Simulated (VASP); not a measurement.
# AgCl (Chlorargyrite) (Fm-3m) in VASP: further runs, part 3 of 3

VASP 6.6.1. Earlier steps stand in the parts before.

## 6. Optical spectrum, PBE

The input, INCAR:

```
PREC     = Accurate       # precision mode
ENCUT    = 520            # plane-wave cutoff, eV
EDIFF    = 1E-6           # SCF threshold, eV
ISMEAR   = 0              # smearing method
SIGMA    = 0.03           # smearing width, eV
LREAL    = False          # projectors in reciprocal space
LASPH    = True           # aspherical terms in the spheres
NELM     = 80             # most SCF steps
ALGO     = Fast           # electronic algorithm
ISIF     = 2              # what is computed and relaxed
LWAVE    = False          # write WAVECAR
LCHARG   = False          # write CHGCAR
GGA      = PE             # functional
LOPTICS  = True           # frequency-dependent dielectric function
NBANDS   = 41             # bands
NEDOS    = 2000           # points of the DOS
CSHIFT   = 0.1
```

The input, KPOINTS:

```
Automatic mesh
0
Gamma
  8 8 8
```

The input, POSCAR:

```
AgCl                                    
1.0
    0.0000000000      2.7224909976      2.7224909976
    2.7224909976      0.0000000000      2.7224909976
    2.7224909976      2.7224909976      0.0000000000
  Ag              Cl            
     1     1
Direct
     0.0000000000000000    0.0000000000000000    0.0000000000000000
     0.5000000000000000    0.5000000000000000    0.5000000000000000
```

Potentials or basis: VASP PAW PBE potentials, release 64 (Ag, Cl).

Run with:

```console
> cat potpaw_PBE.64/Ag/POTCAR potpaw_PBE.64/Cl/POTCAR > POTCAR
> mpirun -np 1 vasp_std > vasp.out
```

OUTCAR:

```text
PREC = Accurate
   ENCUT = 520
   EDIFF = 1E-6
   ISMEAR = 0
   LREAL = False
   LASPH = True
   NELM = 80
   ISIF = 2
   GGA = PE

 ion  position               nearest neighbor table
   1  0.000  0.000  0.000-   2 2.72   2 2.72   2 2.72   2 2.72   2 2.72   2 2.72
   2  0.500  0.500  0.500-   1 2.72   1 2.72   1 2.72   1 2.72   1 2.72   1 2.72

  LATTYP: Found a face centered cubic cell.
 ALAT       =     5.4449819952

  Lattice vectors:

 A1 = (   0.0000000000,   2.7224909976,   2.7224909976)
 A2 = (   2.7224909976,   0.0000000000,   2.7224909976)
 A3 = (   2.7224909976,   2.7224909976,   0.0000000000)

Analysis of symmetry for initial positions (statically):
=====================================================================
 Subroutine PRICEL returns:
 Original cell was already a primitive cell.

 Routine SETGRP: Setting up the symmetry group for a
 face centered cubic supercell.

 Subroutine GETGRP returns: Found 48 space group operations
 (whereof 48 operations were pure point group operations)
 out of a pool of 48 trial point group operations.

The static configuration has the point symmetry O_h .

Analysis of symmetry for dynamics (positions and initial velocities):
=====================================================================
 Subroutine PRICEL returns:
 Original cell was already a primitive cell.

 Routine SETGRP: Setting up the symmetry group for a
 face centered cubic supercell.

 Subroutine GETGRP returns: Found 48 space group operations
 (whereof 48 operations were pure point group operations)
 out of a pool of 48 trial point group operations.

The dynamic configuration has the point symmetry O_h .

 Subroutine INISYM returns: Found 48 space group operations
 (whereof 48 operations are pure point group operations),
 and found     1 'primitive' translations

----------------------------------------------------------------------------------------

                                     Primitive cell

  volume of cell :      40.3580

  direct lattice vectors                    reciprocal lattice vectors
     0.000000000  2.722490998  2.722490998    -0.183655336  0.183655336  0.183655336
     2.722490998  0.000000000  2.722490998     0.183655336 -0.183655336  0.183655336
     2.722490998  2.722490998  0.000000000     0.183655336  0.183655336 -0.183655336

  length of vectors
     3.850183692  3.850183692  3.850183692     0.318100374  0.318100374  0.318100374

[... 128 lines left out ...]

  energy without entropy =       -5.35066340  energy(sigma->0) =       -5.35066340

 E-fermi :   4.6806     XC(G=0): -10.2584

 val. band max:        4.5408986313   @ k =   0.5000   0.0000   0.0000
 cond. band min:       5.4429462526   @ k =   0.0000   0.0000   0.0000
 fundamental gap:      0.9020476213
 Fermi energy:         4.6805520006

 k-point     1 :       0.0000    0.0000    0.0000
  band No.  band energies     occupation
      1     -10.9931      2.00000
      2       1.8649      2.00000
      3       1.8649      2.00000
      4       1.8649      2.00000
      5       1.9091      2.00000
      6       1.9091      2.00000
[... 565 lines left out ...]
     20      26.7435      0.00000
     21      27.3668      0.00000

 [... further k-points ...]

 [bands above 21 left out]

------------------------ aborting loop because EDIFF is reached ----------------------------------------

  FORCE on cell =-STRESS in cart. coord.  units (eV):
  Direction    XX          YY          ZZ          XY          YZ          ZX
  --------------------------------------------------------------------------------------
  -------------------------------------------------------------------------------------
  Total        1.1717245      1.1717245      1.1717245      0.0000000      0.0000000      0.0000000
  in kB       46.5164684     46.5164684     46.5164684      0.0000000      0.0000000      0.0000000
  external PRESSURE =      46.5164684 kB  Pullay stress =       0.0000000 kB

 VOLUME and BASIS-vectors are now :
 -----------------------------------------------------------------------------
  energy-cutoff  :      520.00
  volume of cell :       40.36
      direct lattice vectors                 reciprocal lattice vectors
     0.000000000  2.722490998  2.722490998    -0.183655336  0.183655336  0.183655336
     2.722490998  0.000000000  2.722490998     0.183655336 -0.183655336  0.183655336
     2.722490998  2.722490998  0.000000000     0.183655336  0.183655336 -0.183655336

 POSITION                                       TOTAL-FORCE (eV/Angst)
 -----------------------------------------------------------------------------------
      0.00000      0.00000      0.00000         0.000000      0.000000     -0.000000
      2.72249      2.72249      2.72249        -0.000000     -0.000000      0.000000
 -----------------------------------------------------------------------------------
    total drift:                               -0.000000      0.000000      0.000000

  FREE ENERGIE OF THE ION-ELECTRON SYSTEM (eV)
  ---------------------------------------------------
  free  energy   TOTEN  =        -5.3506634033 eV

  energy  without entropy=       -5.3506634033  energy(sigma->0) =       -5.35066340

 electrical conductivity sigma (Mega S m-1) (frequency dependency in vasprun.xml)
  --------------------------------------------------------------------------------------
       0.000       0.000       0.000
      -0.000       0.000      -0.000
       0.000       0.000       0.000

  frequency dependent IMAGINARY DIELECTRIC FUNCTION (independent particle, no local field effects) density-density
     E(ev)      X         Y         Z        XY        YZ        ZX
  --------------------------------------------------------------------------------------------------------------
     0.00000     0.00000     0.00000     0.00000     0.00000     0.00000     0.00000
     0.72120     0.01923     0.01923     0.01923    -0.00000    -0.00000     0.00000
     1.44240     0.04531     0.04531     0.04531    -0.00000    -0.00000     0.00000
     2.16361     0.09596     0.09596     0.09596    -0.00000    -0.00000     0.00000
     2.88481     0.30139     0.30139     0.30139    -0.00000    -0.00000     0.00000
     3.60601     2.28333     2.28333     2.28333    -0.00000    -0.00000     0.00000
[... 92 lines left out ...]
    70.67780     0.00037     0.00037     0.00037     0.00000    -0.00000     0.00000
    71.39900     0.00036     0.00036     0.00036     0.00000    -0.00000     0.00000

  frequency dependent      REAL DIELECTRIC FUNCTION (independent particle, no local field effects) density-density
     E(ev)        X           Y           Z          XY          YZ          ZX
  --------------------------------------------------------------------------------------------------------------
     0.00000     5.44175     5.44175     5.44175    -0.00000     0.00000     0.00000
     0.72120     5.50926     5.50926     5.50926    -0.00000     0.00000     0.00000
     1.44240     5.73430     5.73430     5.73430    -0.00000    -0.00000     0.00000
     2.16361     6.21532     6.21532     6.21532    -0.00000    -0.00000     0.00000
     2.88481     7.39391     7.39391     7.39391    -0.00000    -0.00000     0.00000
     3.60601     6.65209     6.65209     6.65209     0.00000     0.00000    -0.00000
[... 92 lines left out ...]
    70.67780     0.88743     0.88743     0.88743     0.00000    -0.00000    -0.00000
    71.39900     0.89006     0.89006     0.89006     0.00000    -0.00000    -0.00000

  frequency dependent IMAGINARY DIELECTRIC FUNCTION (independent particle, no local field effects) current-current
     E(ev)      X         Y         Z        XY        YZ        ZX
  --------------------------------------------------------------------------------------------------------------
     0.00000    24.63202    24.63202    24.63202    -0.00000    -0.00000    -0.00000
     0.72120     1.26946     1.26946     1.26946    -0.00000    -0.00000    -0.00000
     1.44240     0.70161     0.70161     0.70161    -0.00000    -0.00000    -0.00000
     2.16361     0.57794     0.57794     0.57794    -0.00000    -0.00000    -0.00000
     2.88481     0.74466     0.74466     0.74466    -0.00000     0.00000    -0.00000
     3.60601     2.59240     2.59240     2.59240     0.00000    -0.00000    -0.00000
[... 92 lines left out ...]
    70.67780     0.00005     0.00005     0.00005    -0.00000     0.00000     0.00000
    71.39900     0.00005     0.00005     0.00005    -0.00000     0.00000     0.00000

  frequency dependent      REAL DIELECTRIC FUNCTION (independent particle, no local field effects) current-current
     E(ev)        X           Y           Z          XY          YZ          ZX
  --------------------------------------------------------------------------------------------------------------
     0.00000     5.43593     5.43593     5.43593    -0.00000    -0.00000    -0.00000
     0.72120     5.50300     5.50300     5.50300    -0.00000    -0.00000    -0.00000
     1.44240     5.72704     5.72704     5.72704    -0.00000    -0.00000    -0.00000
     2.16361     6.20538     6.20538     6.20538    -0.00000    -0.00000    -0.00000
     2.88481     7.37191     7.37191     7.37191    -0.00000    -0.00000    -0.00000
     3.60601     6.52664     6.52664     6.52664    -0.00000    -0.00000    -0.00000
[... 92 lines left out ...]
    70.67780     0.88744     0.88744     0.88744     0.00000     0.00000     0.00000
    71.39900     0.89007     0.89007     0.89007     0.00000     0.00000     0.00000
```

Run time: 27 s. Hardware: 1 thread of AMD EPYC 9R45 (Zen 5), shared host; peak memory 0.18 GiB.

Results:

| Property | Result |
| --- | --- |
| Free energy | -5.3507 eV |
| Pressure | 4.7 GPa |
| Band gap on the k mesh | 0.90 eV, indirect (least direct gap 3.37 eV) |

Levels at points of the mesh, in eV from the valence-band top:
```
           k point  band 5  band 6  band 7  band 8  band 9  band 10  band 11  band 12  band 13  band 14
(0.00, 0.00, 0.00)   -2.63   -2.63   -2.56   -2.56   -2.56     0.90    10.83    10.83    10.83    12.29
(0.50, 0.00, 0.00)   -2.25   -2.25   -1.91    0.00    0.00     4.09     6.85     7.56     7.56    13.70
(0.50, 0.50, 0.00)   -3.05   -2.42   -2.12   -2.12   -1.99     2.29     7.94     8.82    11.80    11.80
```

Dielectric function (mean over the directions given):
```tsv
energy (eV)	real part	imaginary part
0.29	5.45	0.01
0.79	5.52	0.02
1.30	5.67	0.04
1.80	5.93	0.07
2.31	6.37	0.11
2.81	7.20	0.25
3.32	9.33	2.62
3.82	8.65	2.48
4.33	6.67	2.77
4.83	5.34	6.39
5.34	0.35	5.34
5.84	3.37	2.86
6.35	2.39	4.26
6.85	2.24	3.26
7.36	3.80	2.91
7.86	3.47	3.06
8.37	2.43	6.04
8.87	1.73	4.84
9.38	-0.91	4.18
9.88	1.22	3.29
10.39	0.16	5.61
10.89	-0.68	2.81
11.39	0.44	2.86
11.90	0.52	2.92
12.40	-0.50	3.28
12.91	-0.11	2.40
13.41	-0.82	1.78
13.92	-0.48	1.53
14.42	0.12	1.11
14.93	-0.05	1.41
15.43	0.08	0.88
15.94	0.39	1.29
16.44	-0.01	1.39
16.95	0.21	0.89
17.45	0.03	1.06
17.96	0.67	0.85
18.46	0.20	1.23
18.97	0.26	1.13
19.47	0.37	1.19
19.98	0.13	0.79
```

Caveat: spectra need much finer meshes, so this one isn't converged; independent-particle spectra lack excitons.

## 7. Summary

| task | level | potentials or basis | spin | k mesh | monkhorst-Pack mesh | gap on the mesh (eV) | pressure (GPa) |
| --- | --- | --- | --- | --- | --- | --- | --- |
| band structure | LDA | VASP PAW LDA potentials, release 64 (Ag, Cl) | off | 8 × 8 × 8 | - | 0.64 | -3.1 |
| band structure | r2SCAN | VASP PAW PBE potentials, release 64 (Ag, Cl) | off | 8 × 8 × 8 | - | 1.43 | 3.1 |
| band structure | PBE | VASP PAW PBE potentials, release 64 (Ag, Cl) | SOC, no magnetisation | 6 × 6 × 6 | - | - | 4.6 |
| dielectric tensor | PBE | VASP PAW PBE potentials, release 64 (Ag, Cl) | off | 14 × 14 × 14 | yes | - | - |
| optical spectrum | PBE | VASP PAW PBE potentials, release 64 (Ag, Cl) | off | 8 × 8 × 8 | - | 0.90 | 4.7 |

Alike in all rows: cell as given; cutoff (eV) 520; smearing gaussian 0.03 eV.

Caveats: the PAW data sets were made with another functional, which shifts forces and pressure a little (some runs); spectra need much finer meshes, so this one isn't converged (some runs); independent-particle spectra lack excitons (some runs).

Total energies depend on the potentials used, so only differences within one code and one set of settings carry meaning.

## 8. Against experiment

Step 2. Measured gap of AgCl: 3.249 eV (indirect; a printed reference work, data compilation). This calculation gives 0.64 eV (-2.61 eV). So large a miss can be the level of theory's own, or it may mean another phase, state or a wrong row. Spin-orbit coupling on Ag is left out. The value is that of LDA, without temperature or zero-point motion. Semilocal functionals fall short of measured gaps as a rule.

Step 3. A measured gap of AgCl is 3.249 eV (indirect; a printed reference work, data compilation); the calculated 1.43 eV misses it by -1.82 eV. So large a miss can be the level of theory's own, or it may mean another phase, state or a wrong row. Spin-orbit coupling on Ag is left out. The value is that of r2SCAN, without temperature or zero-point motion.

Step 5. Measured high-frequency dielectric constant of AgCl: 3.92 (a printed reference work, monograph). This calculation gives 5.23 (+33.5 %). So large a miss can be the level of theory's own, or it may mean another phase, state or a wrong row.

Step 6. Measured gap of AgCl: 3.249 eV (indirect; a printed reference work, data compilation). This calculation gives 0.90 eV (-2.35 eV). So large a miss can be the level of theory's own, or it may mean another phase, state or a wrong row. Spin-orbit coupling on Ag is left out. The value is that of PBE on a finite k mesh, which can miss the band edges, without temperature or zero-point motion. Semilocal functionals fall short of measured gaps as a rule.
